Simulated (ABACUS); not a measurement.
Runs of ABACUS 3.10.1 on FeO (Wuestite). It takes space group Fm-3m (No. 225, cubic). The conventional cell has a = 4.311 Å, b = 4.311 Å, c = 4.311 Å, α = 90.00°, β = 90.00°, γ = 90.00°. Fe (site symmetry m-3m) is surrounded by 6 O at 2.16 Å. Around O (site symmetry m-3m) lie 6 Fe at 2.16 Å. 

| task | level | potentials or basis | U | cell | k mesh | cutoff (eV) | radial cutoff of the potentials (pseudo_rcut) | SCF threshold on the density | max SCF steps | eigensolver | mixing share | mesh quality | gap on the mesh (eV) | pressure (GPa) | moment (μB) | V0 of scaled cells (Å³/atom) | B0 (GPa) |
| --- | --- | --- | --- | --- | --- | --- | --- | --- | --- | --- | --- | --- | --- | --- | --- | --- | --- |
| equation of state | PBEsol | PseudoDojo NC SR 0.4.1 PBEsol standard, plane waves | - | as given | 11 × 11 × 11 | 1225 | 7 bohr | 1e-08 | 100 | dav | 0.4 | not flagged | - | - | - | 9.54 | (a) |
| single point | PBEsol+U | PseudoDojo NC SR 0.4.1 PBEsol standard, DZP LCAO (the cutoffs set its grid) | Fe d U = 2 eV | as given | 6 × 6 × 6 | 1361 | 7 bohr | 1e-06 | 120 | genelpa | 0.2 | coarse | none | -6.7 | 4.01 | - | - |
| single point | PBEsol | PseudoDojo NC SR 0.4.1 PBEsol standard, plane waves | - | as given | 11 × 11 × 11 | 1225 | 7 bohr | 1e-08 | 100 | dav | 0.4 | not flagged | none | -9.2 | 4.00 | - | - |
| single point | LDA-PW92 | GBRV ultrasoft 1.5 LDA, plane waves | - | as given | 9 × 9 × 9 | 544 | 10 bohr | 1e-08 | 100 | dav | 0.4 | not flagged | none | -15.4 | 4.00 | - | - |
| single point | PBE | PseudoDojo NC SR 0.4.1 PBE standard, plane waves | - | as given | 11 × 11 × 11 | 1225 | 10 bohr | 1e-08 | 100 | dav | 0.4 | not flagged | none | (b) | 4.00 | - | - |
| equation of state | PBE | Ansatz NC PBE, DZP LCAO (the cutoffs set its grid) | - | as given | 10 × 10 × 10 | 1361 | 10 bohr | 1e-07 | 100 | genelpa | 0.4 | not flagged | - | - | - | (d) | (c) |
| single point | PBE | PseudoDojo NC SR 0.5 PBE standard, TZDP LCAO (the cutoffs set its grid) | - | as given | 10 × 10 × 10 | 1361 | 10 bohr | 1e-07 | 100 | genelpa | 0.4 | not flagged | none | -0.7 | 4.00 | - | - |
| single point | PBEsol+U | PseudoDojo NC SR 0.4.1 PBEsol standard, DZP LCAO (the cutoffs set its grid) | Fe d U = 8 eV | as given | 6 × 6 × 6 | 1361 | 7 bohr | 1e-06 | 120 | genelpa | 0.2 | coarse | none | -1.4 | 4.01 | - | - |
| relaxation of cell and atoms | LDA-PW92 | GBRV ultrasoft 1.5 LDA, plane waves | - | relaxed | 9 × 9 × 9 | 544 | 10 bohr | 1e-08 | 100 | dav | 0.4 | not flagged | none | 0.0 | 3.99 | - | - |
| single point | PBEsol+U | PseudoDojo NC SR 0.4.1 PBEsol standard, DZP LCAO (the cutoffs set its grid) | Fe d U = 4 eV | as given | 6 × 6 × 6 | 1361 | 7 bohr | 1e-06 | 120 | genelpa | 0.2 | coarse | none | -5.1 | 4.01 | - | - |

Alike in all rows: spin collinear, ferromagnetic start; smearing fermi-dirac 0.05 eV.

Q: Estimate the missing entries.

A: (a) 209; (b) -1.0; (c) 185; (d) 10.01.

Caveats: some runs use coarse meshes; a cell with one magnetic atom can't hold antiferromagnetic order, which such compounds often take (some runs); the atomic orbitals were generated for these runs and aren't a published set (some runs); the basis of atomic orbitals isn't converged, which shifts pressures, moduli and gaps (some runs); semilocal functionals often make such compounds metallic where correlation or magnetic order opens a gap, which also shifts bond lengths (some runs); so large a pressure means that the cell lies far from this level's equilibrium, or that cutoff or potentials fall short (some runs).

A k mesh can miss the band edges.

A gap of «none» marks a metal or a gap under the smearing width.

Not every run made on this cell is shown here.
